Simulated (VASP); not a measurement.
# CaF2 (Fluorite) (Fm-3m) in VASP: further runs

One crystal, CaF2 (Fluorite), is run at these levels: PBEsol; tasks: relaxation of cell and atoms.

All numbers are computed with VASP 6.6.1; they aren't measurements. Logs are shortened: lines on timing, memory, paths and dates and some standing lists are left out, and cuts for length are marked.

## Step 1: Starting point

It takes space group Fm-3m (No. 225, cubic). The conventional cell has a = 5.462 Å, b = 5.462 Å, c = 5.462 Å, α = 90.00°, β = 90.00°, γ = 90.00°. Ca (site symmetry m-3m) has 8 F at 2.37 Å as nearest neighbours. F (site symmetry -43m) has 4 Ca at 2.37 Å as nearest neighbours.

## Step 2: Relaxation of cell and atoms, PBEsol

Contents of INCAR:

```
SYSTEM = CaF2
ALGO = Normal
EDIFF = 1E-6
EDIFFG = -0.01
ENCUT = 600
GGA = PS
IBRION = 2
ISIF = 3
ISMEAR = 0
KPAR = 2
LASPH = .True.
LCHARG = .False.
LREAL = .False.
LWAVE = .False.
NELM = 80
NSW = 90
PREC = Accurate
SIGMA = 0.03
```

Contents of KPOINTS:

```
k-points
0
Gamma
  8 8 8
  0 0 0
```

Contents of POSCAR:

```
CaF2
1.0
    0.0000000000      2.7310000000      2.7310000000
    2.7310000000      0.0000000000      2.7310000000
    2.7310000000      2.7310000000      0.0000000000
Ca F
1 2
Direct
    0.0000000000      0.0000000000      0.0000000000
    0.2500000000      0.2500000000      0.2500000000
    0.7500000000      0.7500000000      0.7500000000
```

Potentials or basis: VASP PAW PBE potentials, release 64 (Ca_sv, F).

Launch:

```bash
> cat potpaw_PBE.64/Ca_sv/POTCAR potpaw_PBE.64/F/POTCAR > POTCAR
> mpirun -np 2 vasp_std > vasp.out
```

OUTCAR:

```text
SYSTEM = CaF2
   EDIFF = 1E-6
   EDIFFG = -0.01
   ENCUT = 600
   GGA = PS
   IBRION = 2
   ISIF = 3
   ISMEAR = 0
   LASPH = .True.
   LREAL = .False.
   NELM = 80
   NSW = 90
   PREC = Accurate

 ion  position               nearest neighbor table
   1  0.000  0.000  0.000-   3 2.37   3 2.37   3 2.37   2 2.37   3 2.37   2 2.37   2 2.37   2 2.37

   2  0.250  0.250  0.250-   1 2.37   1 2.37   1 2.37   1 2.37
   3  0.750  0.750  0.750-   1 2.37   1 2.37   1 2.37   1 2.37

  LATTYP: Found a face centered cubic cell.
 ALAT       =     5.4620000000

  Lattice vectors:

 A1 = (   0.0000000000,   2.7310000000,   2.7310000000)
 A2 = (   2.7310000000,   0.0000000000,   2.7310000000)
 A3 = (   2.7310000000,   2.7310000000,   0.0000000000)

Analysis of symmetry for initial positions (statically):
=====================================================================
 Subroutine PRICEL returns:
 Original cell was already a primitive cell.

 Routine SETGRP: Setting up the symmetry group for a
 face centered cubic supercell.

 Subroutine GETGRP returns: Found 48 space group operations
 (whereof 48 operations were pure point group operations)
 out of a pool of 48 trial point group operations.

The static configuration has the point symmetry O_h .

Analysis of symmetry for dynamics (positions and initial velocities):
=====================================================================
 Subroutine PRICEL returns:
 Original cell was already a primitive cell.

 Routine SETGRP: Setting up the symmetry group for a
 face centered cubic supercell.

 Subroutine GETGRP returns: Found 48 space group operations
 (whereof 48 operations were pure point group operations)
 out of a pool of 48 trial point group operations.

The dynamic configuration has the point symmetry O_h .

 Subroutine INISYM returns: Found 48 space group operations
 (whereof 48 operations are pure point group operations),
 and found     1 'primitive' translations

----------------------------------------------------------------------------------------

                                     Primitive cell

  volume of cell :      40.7376

  direct lattice vectors                    reciprocal lattice vectors
     0.000000000  2.731000000  2.731000000    -0.183083120  0.183083120  0.183083120
     2.731000000  0.000000000  2.731000000     0.183083120 -0.183083120  0.183083120
     2.731000000  2.731000000  0.000000000     0.183083120  0.183083120 -0.183083120

  length of vectors
     3.862217239  3.862217239  3.862217239     0.317109265  0.317109265  0.317109265

  position of ions in fractional coordinates (direct lattice)
     0.000000000  0.000000000  0.000000000
     0.250000000  0.250000000  0.250000000
     0.750000000  0.750000000  0.750000000

  ion indices of the primitive-cell ions
   primitive index   ion index
                 1           1
                 2           2
                 3           3

----------------------------------------------------------------------------------------

 KPOINTS: k-points

Automatic generation of k-mesh.
 Grid dimensions read from file:
 generate k-points for:    8    8    8

 Generating k-lattice:

  Cartesian coordinates                     Fractional coordinates (reciprocal lattice)
    -0.022885390  0.022885390  0.022885390     0.125000000  0.000000000  0.000000000
     0.022885390 -0.022885390  0.022885390     0.000000000  0.125000000  0.000000000
     0.022885390  0.022885390 -0.022885390     0.000000000  0.000000000  0.125000000

  Length of vectors
     0.039638658  0.039638658  0.039638658

  Shift w.r.t. Gamma in fractional coordinates (k-lattice)
     0.000000000  0.000000000  0.000000000

 Subroutine IBZKPT returns following result:
 ===========================================

 Found     29 irreducible k-points:

 Following reciprocal coordinates:
            Coordinates               Weight
  0.000000  0.000000  0.000000      1.000000
  0.125000  0.000000  0.000000      8.000000
  0.250000  0.000000  0.000000      8.000000
  0.375000  0.000000  0.000000      8.000000
  0.500000  0.000000  0.000000      4.000000
  0.125000  0.125000  0.000000      6.000000
[... 16 lines left out ...]
  0.500000  0.250000  0.125000     48.000000
 -0.375000  0.250000  0.125000     24.000000
 [... further k-points ...]
   k-points           NKPTS =     29   k-points in BZ     NKDIM =     29   number of bands    NBANDS=     16
   number of dos      NEDOS =    301   number of ions     NIONS =      3
   total plane-waves  NPLWV =  32768
   dimension x,y,z NGX =    32 NGY =   32 NGZ =   32
   dimension x,y,z NGXF=    64 NGYF=   64 NGZF=   64
   ions per type =               1   2
   NGX,Y,Z   is equivalent  to a cutoff of  13.77, 13.77, 13.77 a.u.
   NGXF,Y,Z  is equivalent  to a cutoff of  27.55, 27.55, 27.55 a.u.
 SYSTEM =  CaF2
   PREC   = accura    normal or accurate (medium, high low for compatibility)
   ISTART =      0    job   : 0-new  1-cont  2-samecut
   ICHARG =      2    charge: 1-file 2-atom 10-const
   ISPIN  =      1    spin polarized calculation?
   LNONCOLLINEAR =      F non collinear calculations
   LSORBIT =      F    spin-orbit coupling
   LASPH  =      T    aspherical Exc in radial PAW
   ENCUT  =  600.0 eV  44.10 Ry    6.64 a.u.   7.71  7.71  7.71*2*pi/ulx,y,z
   NELM   =     80;   NELMIN=  2; NELMDL= -5     # of ELM steps
   EDIFF  = 0.1E-05   stopping-criterion for ELM
   LREAL  =      F    real-space projection
   EDIFFG = -.1E-01   stopping-criterion for IOM
   NSW    =     90    number of steps for IOM
   IBRION =      2    ionic relax: 0-MD 1-quasi-New 2-CG
   NFREE  =      1    steps in history (QN), initial steepest desc. (CG)
   ISIF   =      3    stress and relaxation
   ISYM   =      2    0-nonsym 1-usesym 2-fastsym
   POTIM  = 0.5000    time-step for ionic-motion
   TEBEG  =    0.0;   TEEND  =   0.0 temperature during run
   PSTRESS=    0.0 pullay stress
   NELECT =      24.0000    total number of electrons
   NUPDOWN=      -1.0000    fix difference up-down
   EMIN   =  10.00;   EMAX   =-10.00  energy-range for DOS
   EFERMI =   0.00;   METHOD = LEGACY
   ISMEAR =     0;   SIGMA  =   0.03  broadening in eV -4-tet -1-fermi 0-gaus
   EFERMI_NEDOS =   21; number of points for ismear=-14 and -15
   IALGO  =     38    algorithm
   IMIX   =      4    mixing-type and parameters
     AMIX     =   0.40;   BMIX     =  1.00
     AMIX_MAG =   1.60;   BMIX_MAG =  1.00
  volume/ion in A,a.u.               =      13.58        91.64
  Fermi-wavevector in a.u.,A,eV,Ry     =   1.372398  2.593457 25.626266  1.883477
  Thomas-Fermi vector in A             =   2.498009
   LORBIT       =      0    0 simple, 1 ext, 2 COOP (PROOUT), +10 PAW based schemes
   GGA     = PS    functional components
   LHFCALC =     F    Hartree Fock is set to
   AEXX    =    0.0000 exact exchange contribution
   IVDW    =     0    specifies the selected vdW correction
   LEPSILON=     F    determine dielectric tensor
   LRPA    =     F    only Hartree local field effects (RPA)
 conjugate gradient relaxation of ions
 non-spin polarized calculation
 Gauss-broadening in eV      SIGMA  =   0.03
  energy-cutoff  :      600.00
  volume of cell :       40.74
 maximum number of plane-waves:      1380
   NGX = 15   NGY = 15   NGZ = 15

--------------------------------------- Ionic step        1  -------------------------------------------

 number of electron      23.9999989 magnetization

 Free energy of the ion-electron system (eV)
  ---------------------------------------------------
  ext. energy  EPLUGINS =         0.00000000
  ---------------------------------------------------
  free energy    TOTEN  =       -17.90250683 eV

  energy without entropy =      -17.90250683  energy(sigma->0) =      -17.90250683

 E-fermi :  -0.9173     XC(G=0):  -9.8972

 val. band max:       -1.0855183580   @ k =   0.5000   0.5000   0.0000
 cond. band min:       6.0091032785   @ k =   0.0000   0.0000   0.0000
 fundamental gap:      7.0946216365
 Fermi energy:        -0.9173301471

 k-point     1 :       0.0000    0.0000    0.0000
  band No.  band energies     occupation
      1     -36.8953      2.00000
      2     -20.9080      2.00000
      3     -20.1183      2.00000
      4     -17.9198      2.00000
      5     -17.9198      2.00000
      6     -17.9198      2.00000
[... 8 lines left out ...]
     15       8.0374      0.00000
     16      10.1399      0.00000
[... 419 lines left out ...]
 k-point    24 :      -0.3750    0.2500    0.1250
  band No.  band energies     occupation
      1     -36.8546      2.00000
      2     -20.9661      2.00000
      3     -20.7333      2.00000
      4     -17.9895      2.00000
      5     -17.7593      2.00000
      6     -17.5003      2.00000
[... 8 lines left out ...]
     15       8.7270      0.00000
     16       9.1849      0.00000

 [... further k-points ...]

------------------------ aborting loop because EDIFF is reached ----------------------------------------

  FORCE on cell =-STRESS in cart. coord.  units (eV):
  Direction    XX          YY          ZZ          XY          YZ          ZX
  --------------------------------------------------------------------------------------
  -------------------------------------------------------------------------------------
  Total       -0.4254481     -0.4254481     -0.4254481      0.0000000      0.0000000      0.0000000
  in kB      -16.7325472    -16.7325472    -16.7325472      0.0000000      0.0000000      0.0000000
  external PRESSURE =     -16.7325472 kB  Pullay stress =       0.0000000 kB

 VOLUME and BASIS-vectors are now :
 -----------------------------------------------------------------------------
  energy-cutoff  :      600.00
  volume of cell :       40.74
      direct lattice vectors                 reciprocal lattice vectors
     0.000000000  2.731000000  2.731000000    -0.183083120  0.183083120  0.183083120
     2.731000000  0.000000000  2.731000000     0.183083120 -0.183083120  0.183083120
     2.731000000  2.731000000  0.000000000     0.183083120  0.183083120 -0.183083120

 POSITION                                       TOTAL-FORCE (eV/Angst)
 -----------------------------------------------------------------------------------
      0.00000      0.00000      0.00000        -0.000000      0.000000     -0.000000
      1.36550      1.36550      1.36550         0.000000     -0.000000      0.000000
      4.09650      4.09650      4.09650         0.000000      0.000000     -0.000000
 -----------------------------------------------------------------------------------
    total drift:                                0.000000     -0.000000      0.000000

  FREE ENERGIE OF THE ION-ELECTRON SYSTEM (eV)
  ---------------------------------------------------
  free  energy   TOTEN  =       -17.9025068336 eV

  energy  without entropy=      -17.9025068336  energy(sigma->0) =      -17.90250683

--------------------------------------- Ionic step        2  -------------------------------------------

 number of electron      23.9999987 magnetization

 Free energy of the ion-electron system (eV)
  ---------------------------------------------------
  ext. energy  EPLUGINS =         0.00000000
  ---------------------------------------------------
  free energy    TOTEN  =       -17.90698348 eV

  energy without entropy =      -17.90698348  energy(sigma->0) =      -17.90698348

 E-fermi :  -0.8324     XC(G=0): -10.0041

 val. band max:       -0.9750570615   @ k =   0.5000   0.5000   0.0000
 cond. band min:       6.2378121224   @ k =   0.0000   0.0000   0.0000
 fundamental gap:      7.2128691839
 Fermi energy:        -0.8324008019

 k-point     1 :       0.0000    0.0000    0.0000
  band No.  band energies     occupation
      1     -36.6876      2.00000
      2     -20.8488      2.00000
      3     -20.0266      2.00000
      4     -17.7121      2.00000
      5     -17.7121      2.00000
      6     -17.7121      2.00000
[... 8 lines left out ...]
     15       8.2244      0.00000
     16      10.4128      0.00000
[... 419 lines left out ...]
 k-point    24 :      -0.3750    0.2500    0.1250
  band No.  band energies     occupation
      1     -36.6418      2.00000
      2     -20.9120      2.00000
      3     -20.6698      2.00000
      4     -17.7885      2.00000
      5     -17.5469      2.00000
      6     -17.2768      2.00000
[... 8 lines left out ...]
     15       8.9664      0.00000
     16       9.4282      0.00000

 [... further k-points ...]

------------------------ aborting loop because EDIFF is reached ----------------------------------------

  FORCE on cell =-STRESS in cart. coord.  units (eV):
  Direction    XX          YY          ZZ          XY          YZ          ZX
  --------------------------------------------------------------------------------------
  -------------------------------------------------------------------------------------
  Total        0.0004001      0.0004001      0.0004001      0.0000000      0.0000000      0.0000000
  in kB        0.0160631      0.0160631      0.0160631      0.0000000      0.0000000      0.0000000
  external PRESSURE =       0.0160631 kB  Pullay stress =       0.0000000 kB

 VOLUME and BASIS-vectors are now :
 -----------------------------------------------------------------------------
  energy-cutoff  :      600.00
  volume of cell :       39.91
      direct lattice vectors                 reciprocal lattice vectors
     0.000000000  2.712315641  2.712315641    -0.184344326  0.184344326  0.184344326
     2.712315641  0.000000000  2.712315641     0.184344326 -0.184344326  0.184344326
     2.712315641  2.712315641  0.000000000     0.184344326  0.184344326 -0.184344326

 POSITION                                       TOTAL-FORCE (eV/Angst)
 -----------------------------------------------------------------------------------
      5.42463      2.71232      2.71232         0.000000      0.000000     -0.000000
      1.35616      1.35616      1.35616         0.000000     -0.000000      0.000000
      4.06847      4.06847      4.06847        -0.000000      0.000000     -0.000000
 -----------------------------------------------------------------------------------
    total drift:                                0.000000     -0.000000      0.000000

  FREE ENERGIE OF THE ION-ELECTRON SYSTEM (eV)
  ---------------------------------------------------
  free  energy   TOTEN  =       -17.9069834807 eV

  energy  without entropy=      -17.9069834807  energy(sigma->0) =      -17.90698348

 reached required accuracy - stopping structural energy minimisation
```

Wall time 20 s (2 MPI ranks of Intel Xeon Platinum 8259CL at 2.50GHz (Skylake/Cascade Lake), shared host); peak memory 0.19 GiB.

Results:

```
Free energy                            : -17.9070 eV
Relaxed volume                         : 13.30 Å³/atom
Relaxed cell                           : a = 3.836 Å, b = 3.836 Å, c = 3.836 Å, α = 60.00°, β = 60.00°, γ = 60.00°
Space group after relaxing (to 0.05 Å) : Fm-3m (No. 225)
Energy gained by relaxing              : 1.5 meV/atom
Ionic steps                            : 2
Pressure after relaxing                : 0.0 GPa
Band gap on the k mesh                 : 7.21 eV, indirect (least direct gap 7.47 eV)
```

The path:
```tsv
step	energy change (eV)	largest force (eV/Å)	pressure (GPa)	volume (Å³)
1	0.0000	0.0000	-1.67	40.74
2	-0.0045	0.0000	0.00	39.91
```

Final structure:
```
CELL_PARAMETERS angstrom
0.00000 2.71232 2.71232
2.71232 0.00000 2.71232
2.71232 2.71232 0.00000
ATOMIC_POSITIONS crystal
Ca 0.00000 0.00000 0.00000
F 0.25000 0.25000 0.25000
F 0.75000 0.75000 0.75000
```

Caveat: the PAW data sets were made with another functional, which shifts forces and pressure a little.

## Step 3: Relaxation of cell and atoms, PBEsol

This run uses another cell than the first one, of 13.30 Å³/atom, 0.980 times its volume.

INCAR, as its differences from that of step 2:

```diff
@@ -2,4 +2,4 @@
 ALGO = Normal
-EDIFF = 1E-6
-EDIFFG = -0.01
+EDIFF = 1E-7
+EDIFFG = -0.005
 ENCUT = 600
```

KPOINTS is that of step 2.

Contents of POSCAR:

```
CaF2                                    
1.0
    0.0000000000      2.7123156406      2.7123156406
    2.7123156406      0.0000000000      2.7123156406
    2.7123156406      2.7123156406      0.0000000000
  Ca              F             
     1     2
Direct
     0.0000000000000000    1.0000000000000000    1.0000000000000000
     0.2500000000000000    0.2500000000000000    0.2500000000000000
     0.7500000000000000    0.7500000000000000    0.7500000000000000
```

Potentials or basis: VASP PAW PBE potentials, release 64 (Ca_sv, F).

Launch:

```bash
> cat potpaw_PBE.64/Ca_sv/POTCAR potpaw_PBE.64/F/POTCAR > POTCAR
> mpirun -np 2 vasp_std > vasp.out
```

It took 13 s on 2 MPI ranks of Intel Xeon Platinum 8259CL at 2.50GHz (Skylake/Cascade Lake), shared host; peak memory 0.18 GiB.

Results (log left out):

```yaml
Free_energy: -17.9047 eV
Pressure_after_relaxing: 0.0 GPa
Band_gap_on_the_k_mesh: 7.21 eV, indirect (least direct gap 7.47 eV)
```

Final structure:
```
Ca F
1.0
     0.00000    2.71232    2.71232
     2.71232    0.00000    2.71232
     2.71232    2.71232    0.00000
Ca F
1 2
Cartesian
  0.0000 0.0000 0.0000
  1.3562 1.3562 1.3562
  4.0685 4.0685 4.0685
```

Levels at points of the mesh, in eV from the valence-band top:
| k point | band 8 | band 9 | band 10 | band 11 | band 12 | band 13 | band 14 | band 15 | band 16 |
| --- | --- | --- | --- | --- | --- | --- | --- | --- | --- |
| (0.00, 0.00, 0.00) | -2.21 | -2.21 | -0.26 | -0.26 | -0.26 | 7.21 | 9.20 | 9.20 | 11.39 |
| (0.50, 0.00, 0.00) | -1.59 | -1.34 | -1.28 | -0.86 | -0.86 | 9.43 | 9.43 | 9.83 | 10.64 |
| (0.50, 0.50, 0.00) | -1.70 | -1.70 | -0.38 | -0.38 | 0.00 | 8.07 | 9.59 | 10.18 | 11.00 |

Caveat: the relaxation stopped at its first step, so nothing moved; the PAW data sets were made with another functional, which shifts forces and pressure a little.
